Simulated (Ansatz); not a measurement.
**Mg2Ge: how the settings move a single-point run**

Aim: see which settings change the result for Mg2Ge, by how much, and at what cost.

The COD entry's cell or inner coordinates are ideal or old and differ from later refinements, so a difference from it is no clean test against experiment.

Program: Ansatz 0.2.0. Level of theory: reference: DFT, PBEsol, PAW with Ansatz's default frozen-core files, scalar-relativistic; levels and slopes on a fine mesh, independent-particle optical spectra. These are calculated values, not measurements.

1 further run of the same task is left out (it didn't finish). Runs told in other sessions of the task aren't counted.

## Step 1: The system as given

Symmetry: Fm-3m, No. 225, cubic system. Conventional cell: a = 6.364 Å, b = 6.364 Å, c = 6.364 Å, α = 90.00°, β = 90.00°, γ = 90.00°. Around Mg (site symmetry -43m) lie 4 Ge at 2.76 Å. Ge (site symmetry m-3m) is surrounded by 8 Mg at 2.76 Å.

Structure file:

```cif
data_structure
_symmetry_space_group_name_H-M 'Fm-3m'
_symmetry_Int_Tables_number 225
_cell_length_a 6.3640
_cell_length_b 6.3640
_cell_length_c 6.3640
_cell_angle_alpha 90.000
_cell_angle_beta 90.000
_cell_angle_gamma 90.000
_cell_volume 257.74
loop_
_atom_site_label
_atom_site_type_symbol
_atom_site_symmetry_multiplicity
_atom_site_Wyckoff_symbol
_atom_site_fract_x
_atom_site_fract_y
_atom_site_fract_z
_atom_site_occupancy
Mg1 Mg 8 c 0.25000 0.75000 0.75000 1
Ge1 Ge 4 a 0.00000 0.00000 0.00000 1
```

## Step 2: Reference

Contents of input.yaml:

```yaml
crystal:
  lattice:
    - [0.0, 3.18199006617, 3.18199006617]
    - [3.18199006617, 0.0, 3.18199006617]
    - [3.18199006617, 3.18199006617, 0.0]
  atoms:
    - { symbol: Mg, position: [0.25, 0.25, 0.25] }
    - { symbol: Mg, position: [0.75, 0.75, 0.75] }
    - { symbol: Ge, position: [0.0, 0.0, 0.0] }
kpoints:
  mp_grid: { grid: [10, 10, 10] }
scf:
  occupations: { method: fermi_dirac, width: 0.08 }
hamiltonian:
  xc: pbesol
  pseudopotentials: { kind: paw }
output:
  forces: true
  stress: true
  eigenvalues: true
  eigenstates:
    nscf_kmesh: { grid: [12, 12, 12] }
    de_dk: true
    e_range: [-14, 14]
  optics:
    e_range: [0, 30]
    de: 0.2
    sigma: 0.25
    bands: { spectra_wanted_up_to: 30 }
    nscf_kmesh: { grid: [12, 12, 12] }
    drude_damping: 0.03
checkpoint:
  write: ck
  write_wavefunctions: false
```

On the command line:

```bash
> ansatz run input.yaml --threads 2 --pin off --max-ram 6144MiB --backend cpu --events-out ev --progress --plain --runs-dir out
```

Excerpt of the output:

```text
[...]
Basis set: ecut = 420 eV, 1243 PW (Γ), exchange–correlation on 64×64×64 points (8 copies of the dense FFT grid, shifted against one another)
[...]
k-points: 47 of 1000
[...]
SCF iter   1: F=—  HF=-8078.468220 eV  |F-HF|=—  |Δ(HF+E_count)|=         —  Δρ=5.59e-3  dr2=4.57e-2  ethr=1.77e-3  ⟨swp⟩=5.9  Hψ=4342  notcnv=0
preconditioner: auto → none  [insulator: Δε(μ)=0.251 eV  Ē_g=7.390 eV  σ=0.080 eV  W_gap=0.61  n_scr=14 (ndim 8)  ℏωp=13.1 eV  f_vac=0.038  D(μ)=0.19/eV (n_scr^D=0)  ε∞_Penn≈4.1]
SCF iter   2: F=—  HF=-8078.455026 eV  |F-HF|=—  |Δ(HF+E_count)|=   1.32e-2  Δρ=1.84e-3  dr2=2.06e-3  ethr=1.34e-4  ⟨swp⟩=2.0  Hψ=1716  notcnv=0
[...]
SCF iter   7: F=—  HF=-8078.454577 eV  |F-HF|=—  |Δ(HF+E_count)|=   5.81e-9  Δρ=7.32e-7  dr2=1.24e-10  ethr=2.57e-11  ⟨swp⟩=2.0  Hψ=1692  notcnv=0
SCF iter   8: F=-8078.454577 eV  HF=-8078.454577 eV  |F-HF|=1.82e-12  |Δ(HF+E_count)|=  1.66e-10  Δρ=3.00e-8  dr2=2.88e-13  ethr=1.00e-12  ⟨swp⟩=5.4  Hψ=4300  notcnv=0
[...]
SCF converged after 8 iterations
Free energy (F): -8078.454577 eV
[...]
E sigma→0 (E₀):  -8078.452991 eV
[...]
Fermi energy:    7.008018 eV
[...]
  P = ⅓ Tr σ = -0.0006 GPa (-0.006 kbar)
[...]
```

Wall time 1.8 min (2 threads of Arm Neoverse V1, shared host); peak memory 1.2 GiB.

## Step 3: Changed: ecutwfc 350 eV

Edit input.yaml of step 2 so:

```diff
@@ -34 +34,3 @@
   write_wavefunctions: false
+basis:
+  ecutwfc: "350 eV"
```

On the command line:

```bash
> ansatz run input.yaml --threads 2 --pin off --max-ram 6144MiB --backend cpu --events-out ev --progress --plain --runs-dir out
```

Output (excerpt; [...] marks lines left out):

```text
Warning: basis.ecutwfc = 350 eV is below the records' recommended 420 eV, and the density's cutoff is lower with it unless basis.ecutrho_ratio is high enough to keep the records' density cutoff: compare with a run at a higher cutoff
[...]
Pseudopotentials: kind: paw
Pseudopotential: Mg, paw, valence charge 10, recommended cutoff 420 eV (normal), Mg.paw.azcp
Pseudopotential: Ge, paw, valence charge 14, recommended cutoff 420 eV (normal), Ge.paw.azcp
Functional definition: PBEsol
[...]
Crystal: 3 atoms, lattice volume = 64.436 Å³
Basis set: ecut = 350 eV, 941 PW (Γ), exchange–correlation on 60×60×60 points (8 copies of the dense FFT grid, shifted against one another)
Bands: 21, of which v1, the nominal top of the filled ones, is band 17 counted from 1 (16 counted from 0)
Symmetry: 48 space group operations
Space group: Fm-3m (ITA 225), of the structure as read, at distance tolerance 4.0e-5 Å
k-points: 47 of 1000
[...]
SCF iter   1: F=—  HF=-8078.457666 eV  |F-HF|=—  |Δ(HF+E_count)|=         —  Δρ=5.61e-3  dr2=4.58e-2  ethr=1.77e-3  ⟨swp⟩=5.5  Hψ=4260  notcnv=0
[...]
SCF iter   8: F=-8078.443716 eV  HF=-8078.443716 eV  |F-HF|=1.82e-12  |Δ(HF+E_count)|=  1.38e-10  Δρ=3.14e-8  dr2=3.12e-13  ethr=1.00e-12  ⟨swp⟩=5.4  Hψ=4379  notcnv=0
[...]
NSCF: frozen V_eff on 72 k-points
[...]
NSCF: frozen V_eff on 72 k-points
[...]
SCF converged after 8 iterations
Free energy (F): -8078.443716 eV
[...]
E sigma→0 (E₀):  -8078.442128 eV
Entropy (-TS):   -0.003175 eV (-1.058 meV/atom)
Fermi energy:    7.008170 eV
[...]
--- Forces (eV/Å), atoms counted from 1 ---
  atom   1  Mg     0.00000000     0.00000000    -0.00000000
  atom   2  Mg    -0.00000000    -0.00000000    -0.00000000
  atom   3  Ge    -0.00000000     0.00000000     0.00000000
[...]
--- Stress (GPa, compression-positive) ---
        0.012365      -0.000000       0.000000
        0.000000       0.012365      -0.000000
        0.000000      -0.000000       0.012365
  P = ⅓ Tr σ = 0.0124 GPa (0.124 kbar)
--- Band table (eV; the first three rows and the last of 47) ---
  k-point 0: bands = ["-68.7943", "-68.7912", "-35.7425", "-35.7425", "-35.7425", "-35.7280", "-35.7280", "-35.7280", "-16.7985", "-16.7985", "-16.7985", "-16.7805", "-16.7805", "-2.8967", "6.8972", "6.8972", "6.8972", "7.9307", "9.7400", "9.7400", "9.7400"]
[...]
--- Fermi surface from the table of eigenstates not read: on its mesh, or on one of the eight of every second point, the electrons fill whole bands (an insulator's do; a metal wants a denser output.eigenstates.nscf_kmesh) ---
```

Run time: 96 s. Hardware: 2 threads of Arm Neoverse V1, shared host; peak memory 1.1 GiB.

Changing the cutoff moves the energy by +3.6 meV/atom. The lower cutoff gives the higher energy: the smaller basis describes the state less well. The log warns that the cutoff is under what these potentials recommend, so the shift is basis error. These settings are too coarse to quote as the system's properties.

## Step 4: Changed: mp_grid.grid [7, 7, 7], eigensolver.kind davidson, basis.precision f64

Edit input.yaml of step 2 so:

```diff
@@ -10,5 +10,6 @@
 kpoints:
-  mp_grid: { grid: [10, 10, 10] }
+  mp_grid: { grid: [7, 7, 7] }
 scf:
   occupations: { method: fermi_dirac, width: 0.08 }
+  eigensolver: { kind: davidson }
 hamiltonian:
@@ -34 +35,3 @@
   write_wavefunctions: false
+basis:
+  precision: f64
```

On the command line:

```bash
> ansatz run input.yaml --threads 2 --pin off --max-ram 6144MiB --backend cpu --events-out ev --progress --plain --runs-dir out
```

Output (excerpt; [...] marks lines left out):

```text
[...]
[... 4 set-up lines as earlier in the session ...]
[...]
Crystal: 3 atoms, lattice volume = 64.436 Å³
Basis set: ecut = 420 eV, 1243 PW (Γ), exchange–correlation on 64×64×64 points (8 copies of the dense FFT grid, shifted against one another)
Bands: 21, of which v1, the nominal top of the filled ones, is band 17 counted from 1 (16 counted from 0)
[... 2 set-up lines as earlier in the session ...]
k-points: 20 of 343
[...]
SCF iter   1: F=—  HF=-8078.455867 eV  |F-HF|=—  |Δ(HF+E_count)|=         —  Δρ=5.49e-3  dr2=4.34e-2  ethr=1.77e-3  ⟨swp⟩=8.4  Hψ=1762  notcnv=0
[...]
NSCF: frozen V_eff on 72 k-points
[...]
NSCF: frozen V_eff on 72 k-points
[...]
SCF converged after 11 iterations
Free energy (F): -8078.444603 eV
[...]
E sigma→0 (E₀):  -8078.442381 eV
Entropy (-TS):   -0.004443 eV (-1.481 meV/atom)
Fermi energy:    7.000636 eV
[...]
--- Forces (eV/Å), atoms counted from 1 ---
  atom   1  Mg    -0.00000000    -0.00000000     0.00000000
  atom   2  Mg    -0.00000000    -0.00000000     0.00000000
  atom   3  Ge    -0.00000000    -0.00000000     0.00000000
[...]
--- Stress (GPa, compression-positive) ---
       -0.036315       0.000000      -0.000000
        0.000000      -0.036315      -0.000000
        0.000000      -0.000000      -0.036315
  P = ⅓ Tr σ = -0.0363 GPa (-0.363 kbar)
--- Band table (eV; the first three rows and the last of 20) ---
[... band rows left out ...]
[...]
--- Fermi surface from the table of eigenstates not read: on its mesh, or on one of the eight of every second point, the electrons fill whole bands (an insulator's do; a metal wants a denser output.eigenstates.nscf_kmesh) ---
```

It took 1.7 min on 2 threads of Arm Neoverse V1, shared host; peak memory 1.2 GiB.

Changing the k-point mesh, solver and arithmetic precision moves the energy by +3.3 meV/atom, and the gap on the mesh goes from 0.09 to 0.22 eV. Sampling errors of the energy have no fixed sign. The other settings changed steer the path, not the converged energy, so the shift is the mesh's. A gap read on a mesh depends on which points the mesh holds, and a coarse mesh shifts the density too. These settings are too coarse to quote as the system's properties.

## Step 5: Side by side

```tsv
run	ending	energy change	pressure (GPa)	gap (eV)	force (eV/Å)	cycles	time
reference	converged	0	0.0	0.09	0.00	-	1.8 min
1: ecutwfc 350 eV	converged	+3.6 meV/atom	0.0	0.08	0.00	8	96 s
2: mp_grid.grid [7, 7, 7], eigensolver.kind davidson, basis.precision f64	converged	+3.3 meV/atom	0.0	0.22	0.00	11	1.7 min
```

Residual by cycle in the longest SCF loop of each run; runs are numbered as in the table. The quantity is the density residual dr2, in eV.

```tsv
cycle	reference	run 1	run 2
1	0.0457	0.0458	0.0434
2	0.00206	0.00222	0.0201
3	4.8e-4	4.9e-4	0.00185
4	2.2e-5	2.0e-5	4.2e-4
5	2.7e-7	2.5e-7	8.5e-5
6	8.7e-9	8.4e-9	6.6e-6
7	1.2e-10	1.2e-10	6.9e-7
8	2.9e-13	3.1e-13	2.2e-8
9	-	-	2.5e-10
10	-	-	2.1e-11
11	-	-	6.9e-13
```

**Reading.** Of the converged runs whose energies compare with the reference's, «ecutwfc 350 eV» moves the energy most (+3.6 meV/atom) and «mp_grid.grid [7, 7, 7], eigensolver.kind davidson, basis.precision f64» least (+3.3 meV/atom). Run 1 ran under the cutoff that the potentials recommend, as the log warns, so basis error is mixed into its values.
